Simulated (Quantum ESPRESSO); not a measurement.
# Ru (P6_3/mmc) in Quantum ESPRESSO: notebook, part 2 of 3

Quantum ESPRESSO 7.5.

**3. Phonons, PBEsol, target pressure 5 GPa, at which the enthalpy is minimised**

Contents of pw.in:

```
&CONTROL
  calculation = 'scf'
  prefix = 'pwscf'
  outdir = './tmp'
  pseudo_dir = './pseudo'
  tprnfor = .true.
  tstress = .true.
  disk_io = 'low'
/
&SYSTEM
  ibrav = 0
  celldm(1) = 8
  nat = 2
  ntyp = 1
  ecutwfc = 84
  nbnd = 24
  occupations = 'smearing'
  smearing = 'mv'
  degauss = 0.01469973
/
&ELECTRONS
  conv_thr = 4d-10
  electron_maxstep = 120
  mixing_beta = 0.5
/
ATOMIC_SPECIES
Ru   101.0700 Ru.upf
CELL_PARAMETERS alat
  0.6391526185016   0.0000000000000   0.0000000000000
 -0.3195763092508   0.5535224045272   0.0000000000000
  0.0000000000000   0.0000000000000   1.0114522866294
ATOMIC_POSITIONS crystal
Ru     0.6666666667    0.3333333333    0.7500000000
Ru     0.3333333333    0.6666666667    0.2500000000
K_POINTS automatic
9 9 5 0 0 0
```

Contents of relax.in:

```
&CONTROL
  calculation = 'vc-relax'
  prefix = 'pwscf'
  outdir = './tmp'
  pseudo_dir = './pseudo'
  tprnfor = .true.
  tstress = .true.
  disk_io = 'low'
  nstep = 40
  forc_conv_thr = 0.0001
  etot_conv_thr = 1d-06
/
&SYSTEM
  ibrav = 0
  celldm(1) = 8
  nat = 2
  ntyp = 1
  ecutwfc = 84
  nbnd = 24
  occupations = 'smearing'
  smearing = 'mv'
  degauss = 0.01469973
/
&ELECTRONS
  conv_thr = 4d-10
  electron_maxstep = 120
  mixing_beta = 0.5
/
&IONS
  ion_dynamics = 'bfgs'
/
&CELL
  cell_dynamics = 'bfgs'
  press = 50
  press_conv_thr = 0.2
/
ATOMIC_SPECIES
Ru   101.0700 Ru.upf
CELL_PARAMETERS alat
  0.6391526185016   0.0000000000000   0.0000000000000
 -0.3195763092508   0.5535224045272   0.0000000000000
  0.0000000000000   0.0000000000000   1.0114522866294
ATOMIC_POSITIONS crystal
Ru     0.6666666667    0.3333333333    0.7500000000
Ru     0.3333333333    0.6666666667    0.2500000000
K_POINTS automatic
9 9 5 0 0 0
```

Contents of scf2.in:

```
&CONTROL
  calculation = 'scf'
  prefix = 'pwscf'
  outdir = './tmp'
  pseudo_dir = './pseudo'
  tprnfor = .true.
  tstress = .true.
  disk_io = 'low'
/
&SYSTEM
  ibrav = 0
  celldm(1) = 8
  nat = 2
  ntyp = 1
  ecutwfc = 84
  nbnd = 24
  occupations = 'smearing'
  smearing = 'mv'
  degauss = 0.01469973
/
&ELECTRONS
  conv_thr = 1d-13
  electron_maxstep = 120
  mixing_beta = 0.5
  startingpot = 'file'
  startingwfc = 'file'
/
ATOMIC_SPECIES
Ru   101.0700 Ru.upf
CELL_PARAMETERS alat
  0.6324081451980  -0.0000000000000   0.0000000000000
 -0.3162040725990   0.5476815193017   0.0000000000000
  0.0000000000000   0.0000000000000   1.0011004584759
ATOMIC_POSITIONS crystal
Ru     0.6666666666    0.3333333332    0.7500000000
Ru     0.3333333332    0.6666666666    0.2500000000
K_POINTS automatic
9 9 5 0 0 0
```

Contents of ph.in:

```
phonons of Ru
&INPUTPH
  prefix = 'pwscf'
  outdir = './tmp'
  tr2_ph = 1d-18
  fildyn = 'dyn'
  niter_ph = 90
  alpha_mix(1) = 0.4
/
0.0000000000 0.0000000000 0.0000000000
```

Contents of dynmat.in:

```
&INPUT
  fildyn = 'dyn'
  asr = 'crystal'
  filout = 'dynmat.disp'
  fileig = 'dynmat.eig'
/
```

Potentials or basis: PseudoDojo 0.4.1 SR PBEsol standard.

Started as:

```console
OMP_NUM_THREADS=1 mpirun -n 4 pw.x -nk 4 -in pw.in > pw.out
OMP_NUM_THREADS=1 mpirun -n 4 pw.x -nk 4 -in relax.in > relax.out
OMP_NUM_THREADS=1 mpirun -n 4 pw.x -nk 4 -in scf2.in > scf2.out
OMP_NUM_THREADS=1 mpirun -n 4 ph.x -nk 4 -in ph.in > ph.out
OMP_NUM_THREADS=1 mpirun -n 1 dynmat.x -in dynmat.in > dynmat.out
```

pw.out:

```text
This program is part of the open-source Quantum ESPRESSO suite
     for quantum simulation of materials; please cite
[... 6 lines left out ...]
     using ibrav=0 with symmetry is DISCOURAGED, use correct ibrav instead

     K-points division:     npool     =       4
     Subspace diagonalization in iterative solution of the eigenvalue problem:
     a serial algorithm will be used

     G-vector sticks info
     --------------------
     sticks:   dense  smooth     PW     G-vecs:    dense   smooth      PW
     Sum         595     595    187                18953    18953    3091

     Using Slab Decomposition

     bravais-lattice index     =            0
     lattice parameter (alat)  =       8.0000  a.u.
     unit-cell volume          =     183.2125 (a.u.)^3
     number of atoms/cell      =            2
     number of atomic types    =            1
     number of electrons       =        32.00
     number of Kohn-Sham states=           24
     kinetic-energy cutoff     =      84.0000  Ry
     charge density cutoff     =     336.0000  Ry
     scf convergence threshold =      4.0E-10
     mixing beta               =       0.5000
     number of iterations used =            8  plain     mixing
     Exchange-correlation= PBESOL
                           (   1   4  10   8   0   0   0)

     celldm(1)=   8.000000  celldm(2)=   0.000000  celldm(3)=   0.000000
     celldm(4)=   0.000000  celldm(5)=   0.000000  celldm(6)=   0.000000

     crystal axes: (cart. coord. in units of alat)
               a(1) = (   0.639153   0.000000   0.000000 )
               a(2) = (  -0.319576   0.553522   0.000000 )
               a(3) = (   0.000000   0.000000   1.011452 )

     reciprocal axes: (cart. coord. in units 2 pi/alat)
               b(1) = (  1.564572  0.903306 -0.000000 )
               b(2) = (  0.000000  1.806612  0.000000 )
               b(3) = (  0.000000 -0.000000  0.988677 )

     PseudoPot. # 1 for Ru read from file:
     Ru.upf
     Pseudo is Norm-conserving + core correction, Zval = 16.0
     Generated using ONCVPSP code by D. R. Hamann
     Using radial grid of 1584 points,  6 beta functions with:
                l(1) =   0
                l(2) =   0
                l(3) =   1
                l(4) =   1
                l(5) =   2
                l(6) =   2

     atomic species   valence    mass     pseudopotential
     Ru               16.00   101.07000     Ru( 1.00)

     24 Sym. Ops., with inversion, found (12 have fractional translation)

   Cartesian axes

     site n.     atom                  positions (alat units)
         1        Ru     tau(   1) = (   0.3195763   0.1845075   0.7585892  )
         2        Ru     tau(   2) = (  -0.0000000   0.3690149   0.2528631  )

     number of k points=    36  Marzari-Vanderbilt smearing, width (Ry)=  0.0147
                       cart. coord. in units 2pi/alat
        k(    1) = (   0.0000000   0.0000000   0.0000000), wk =   0.0049383
        k(    2) = (   0.0000000   0.0000000   0.1977355), wk =   0.0098765
        k(    3) = (   0.0000000   0.0000000   0.3954710), wk =   0.0098765
        k(    4) = (   0.0000000   0.2007346   0.0000000), wk =   0.0296296
        k(    5) = (   0.0000000   0.2007346   0.1977355), wk =   0.0592593
        k(    6) = (   0.0000000   0.2007346   0.3954710), wk =   0.0592593
[... 28 lines left out ...]
        k(   35) = (   0.5215238   0.9033058   0.1977355), wk =   0.0197531
        k(   36) = (   0.5215238   0.9033058   0.3954710), wk =   0.0197531

     Dense  grid:    18953 G-vectors     FFT dimensions: (  30,  30,  48)

     Initial potential from superposition of free atoms

     starting charge      31.9986, renormalised to      32.0000
     Starting wfcs are   20 randomized atomic wfcs +    4 random wfcs

     Self-consistent Calculation

     iteration #  1     ecut=    84.00 Ry     beta= 0.50
     Davidson diagonalization with overlap
     ethr =  1.00E-02,  avg # of iterations =  4.1

     Threshold (ethr) on eigenvalues was too large:
     Diagonalizing with lowered threshold

     Davidson diagonalization with overlap
     ethr =  8.93E-04,  avg # of iterations =  1.1

     total energy              =    -404.03207706 Ry
     estimated scf accuracy    <       0.29141869 Ry

     iteration #  2     ecut=    84.00 Ry     beta= 0.50
     Davidson diagonalization with overlap
     ethr =  9.11E-04,  avg # of iterations =  2.1

     total energy              =    -404.09623778 Ry
     estimated scf accuracy    <       0.00745550 Ry

     iteration #  3     ecut=    84.00 Ry     beta= 0.50
     Davidson diagonalization with overlap
     ethr =  2.33E-05,  avg # of iterations =  3.6

     total energy              =    -404.09683026 Ry
     estimated scf accuracy    <       0.00111924 Ry

     iteration #  4     ecut=    84.00 Ry     beta= 0.50
     Davidson diagonalization with overlap
     ethr =  3.50E-06,  avg # of iterations =  2.8

     total energy              =    -404.09691177 Ry
     estimated scf accuracy    <       0.00002932 Ry

     iteration #  5     ecut=    84.00 Ry     beta= 0.50
     Davidson diagonalization with overlap
     ethr =  9.16E-08,  avg # of iterations =  2.0

     total energy              =    -404.09691690 Ry
     estimated scf accuracy    <       0.00000122 Ry

     iteration #  6     ecut=    84.00 Ry     beta= 0.50
     Davidson diagonalization with overlap
     ethr =  3.83E-09,  avg # of iterations =  2.0

     total energy              =    -404.09691703 Ry
     estimated scf accuracy    <       0.00000007 Ry

     iteration #  7     ecut=    84.00 Ry     beta= 0.50
     Davidson diagonalization with overlap
     ethr =  2.10E-10,  avg # of iterations =  2.0

     total energy              =    -404.09691704 Ry
     estimated scf accuracy    <          4.4E-09 Ry

     iteration #  8     ecut=    84.00 Ry     beta= 0.50
     Davidson diagonalization with overlap
     ethr =  1.38E-11,  avg # of iterations =  2.0

     End of self-consistent calculation

          k = 0.0000 0.0000 0.0000 (  2369 PWs)   bands (ev):

   -49.5257 -49.3201 -20.0280 -19.1038 -19.1038 -18.9326 -18.9326 -18.8743
    15.4909  17.3101  20.9379  20.9379  21.1267  21.6238  21.6238  22.1689
    22.1689  24.7563  24.7563  24.7900  33.8282  38.5890  41.1861  41.7962

          k = 0.0000 0.0000 0.1977 (  2382 PWs)   bands (ev):

   -49.5064 -49.3400 -19.9225 -19.0876 -19.0876 -18.9895 -18.9491 -18.9491
    15.9278  17.4459  20.7494  20.7494  20.9201  21.3828  21.3828  22.7033
    22.7033  23.4945  24.7528  24.7528  35.5875  37.9932  40.7198  42.5526

          k = 0.0000 0.0000 0.3955 (  2400 PWs)   bands (ev):

   -49.4554 -49.3919 -19.6419 -19.2858 -19.0451 -19.0451 -18.9921 -18.9921
    16.9788  17.6052  20.6385  20.6808  20.6808  20.9422  20.9422  21.4352
    23.6674  23.6674  24.4527  24.4527  37.8613  38.3228  40.0125  42.8508

          k = 0.0000 0.2007 0.0000 (  2385 PWs)   bands (ev):

   -49.5080 -49.3132 -19.9860 -19.1920 -19.1334 -19.0237 -18.9449 -18.8940
    15.9381  17.6428  20.3501  21.3082  21.4064  21.6372  21.6730  21.9046
    21.9641  22.8557  24.9156  27.3932  33.7571  39.2809  41.6675  42.3043

          k = 0.0000 0.2007 0.1977 (  2388 PWs)   bands (ev):

   -49.4896 -49.3321 -19.8919 -19.1704 -19.1156 -19.0925 -18.9631 -18.9489
    16.3480  17.8040  20.3761  20.8931  20.9789  21.0300  21.6955  22.2924
    22.5717  22.8596  24.8555  26.3416  35.5887  38.7227  41.1930  42.5116

          k = 0.0000 0.2007 0.3955 (  2402 PWs)   bands (ev):

   -49.4414 -49.3812 -19.6430 -19.3323 -19.1095 -19.0688 -19.0320 -19.0105
    17.3615  18.0226  20.1588  20.1974  20.7207  20.9612  21.2450  21.5020
    23.5857  23.8231  24.4471  24.9970  38.4584  38.5168  40.4404  42.8346

          k = 0.0000 0.4015 0.0000 (  2381 PWs)   bands (ev):

   -49.4612 -49.2974 -19.8701 -19.4155 -19.2474 -19.2047 -18.9789 -18.9532
    17.0425  18.1694  19.8870  20.1009  21.1321  21.3584  22.1383  22.3407
    22.5879  22.9031  25.1949  30.2282  33.5480  38.5817  40.9915  41.5064

          k = 0.0000 0.4015 0.1977 (  2390 PWs)   bands (ev):

   -49.4458 -49.3132 -19.8208 -19.3745 -19.3099 -19.1835 -19.0008 -18.9842
    17.2846  18.3896  19.7701  20.0859  20.7145  21.3632  21.9520  22.5211
    22.8377  23.1182  25.0264  28.3780  35.6496  38.7835  40.7700  41.5744
[... 139 lines left out ...]
          k = 0.3477 0.8029 0.1977 (  2380 PWs)   bands (ev):

   -49.3286 -49.2909 -19.7931 -19.6926 -19.5216 -19.3344 -19.2653 -19.1319
    18.0310  18.7765  19.1723  19.5913  20.5843  21.4094  22.1932  24.0746
    24.3932  25.2816  28.6991  31.1449  33.9678  34.6234  36.8775  39.0825

          k = 0.3477 0.8029 0.3955 (  2367 PWs)   bands (ev):

   -49.3169 -49.3025 -19.8455 -19.8050 -19.4822 -19.3887 -19.1342 -19.0747
    18.1487  18.6200  19.3106  19.8991  20.4702  21.3672  22.3764  22.8525
    24.7155  25.2751  29.3031  30.2838  34.4240  35.5491  35.9453  37.7573

          k = 0.5215 0.9033 0.0000 (  2400 PWs)   bands (ev):

   -49.3036 -49.3036 -19.7191 -19.5434 -19.5434 -19.3519 -19.3427 -19.3427
    17.9451  19.2077  19.2077  19.7457  20.7033  20.7033  22.4630  24.5719
    24.5719  25.0131  30.5568  30.7566  30.7566  37.5383  39.2118  39.2126

          k = 0.5215 0.9033 0.1977 (  2376 PWs)   bands (ev):

   -49.3035 -49.3035 -19.6849 -19.6668 -19.6668 -19.3879 -19.2154 -19.2154
    18.2548  19.0760  19.0760  19.7750  20.7339  20.7339  22.3544  24.1103
    24.6720  24.6720  31.0535  31.0535  31.5541  36.5309  36.9681  36.9681

          k = 0.5215 0.9033 0.3955 (  2349 PWs)   bands (ev):

   -49.3034 -49.3034 -19.7802 -19.7802 -19.5945 -19.4811 -19.0957 -19.0957
    18.8726  18.8726  19.0274  19.6699  20.7978  20.7978  22.2346  22.7452
    24.7844  24.7844  31.7771  31.7771  33.3649  35.0584  35.2673  35.2673

     the Fermi energy is    23.6665 ev

!    total energy              =    -404.09691704 Ry
     estimated scf accuracy    <          7.6E-11 Ry
     smearing contrib. (-TS)   =      -0.00061909 Ry
     internal energy E=F+TS    =    -404.09629795 Ry

     The total energy is F=E-TS. E is the sum of the following terms:
     one-electron contribution =     -64.77147208 Ry
     hartree contribution      =      56.53744873 Ry
     xc contribution           =     -67.87786172 Ry
     ewald contribution        =    -327.98441288 Ry

     convergence has been achieved in   8 iterations

     Forces acting on atoms (cartesian axes, Ry/au):

     atom    1 type  1   force =     0.00000000    0.00000000    0.00000000
     atom    2 type  1   force =     0.00000000    0.00000000    0.00000000

     Total force =     0.000000     Total SCF correction =     0.000000

     Computing stress (Cartesian axis) and pressure

          total   stress  (Ry/bohr**3)                   (kbar)     P=      -58.97
  -0.00039149   0.00000000   0.00000000          -57.59        0.00        0.00
   0.00000000  -0.00039149   0.00000000            0.00      -57.59        0.00
   0.00000000   0.00000000  -0.00041956            0.00        0.00      -61.72

=------------------------------------------------------------------------------=
   JOB DONE.
=------------------------------------------------------------------------------=
```

Run time: 5.4 min. Hardware: 4 MPI ranks of Intel Xeon at 2.50GHz (Skylake/Cascade Lake), shared host; peak memory 0.28 GiB.

Results:

```yaml
Free_energy: -5498.0216 eV
Relaxed_volume: 13.15 Å³/atom
Relaxed_cell: a = 2.677 Å, b = 2.677 Å, c = 4.238 Å, α = 90.00°, β = 90.00°, γ = 120.00°
Space_group_after_relaxing_to_0.05_Å: P6_3/mmc (No. 194)
Pressure_after_relaxing: 5.0 GPa
Band_gap_on_the_k_mesh: none (metal or under the smearing width)
Highest_phonon_frequency_at_Γ: 282 cm⁻¹
```

The path:
| step | energy change (eV) | largest force (eV/Å) | pressure (GPa) | volume (Å³) |
| --- | --- | --- | --- | --- |
| 1 | 0.0000 | 0.0000 | -5.90 | 27.15 |
| 2 | 0.0358 | 0.0000 | 14.74 | 25.67 |
| 3 | -0.0043 | 0.0000 | 4.47 | 26.35 |
| 4 | -0.0033 | 0.0000 | 4.98 | 26.31 |
| 5 | -0.0032 | 0.0000 | 5.02 | 26.31 |

Final structure:
```
CELL_PARAMETERS angstrom
2.67725 0.00000 0.00000
-1.33862 2.31856 0.00000
0.00000 0.00000 4.23808
ATOMIC_POSITIONS crystal
Ru 0.66667 0.33333 0.75000
Ru 0.33333 0.66667 0.25000
```

Levels at points of the mesh, in eV from the Fermi level:
```tsv
k point	band 12	band 13	band 14	band 15	band 16	band 17	band 18	band 19	band 20	band 21
(0.00, 0.00, 0.00)	-2.87	-2.67	-2.15	-2.15	-1.57	-1.57	1.14	1.14	1.15	10.54
```

Phonon frequencies in cm⁻¹ (negative: imaginary):
| q point | frequencies |
| --- | --- |
| (0.000, 0.000, 0.000) | -18 -18 -18 191 191 282 |

Optical modes at Γ, degenerate ones joined:
| cm⁻¹ | components | symmetry | active in |
| --- | --- | --- | --- |
| 191 | 2 | E2g | Raman |
| 282 | 1 | B1g | silent |

Caveat: the mesh is thin for the phonons of a metal; the cell is more than 3 GPa from zero pressure, which shifts response properties.

(Continued in part 3 of 3.)
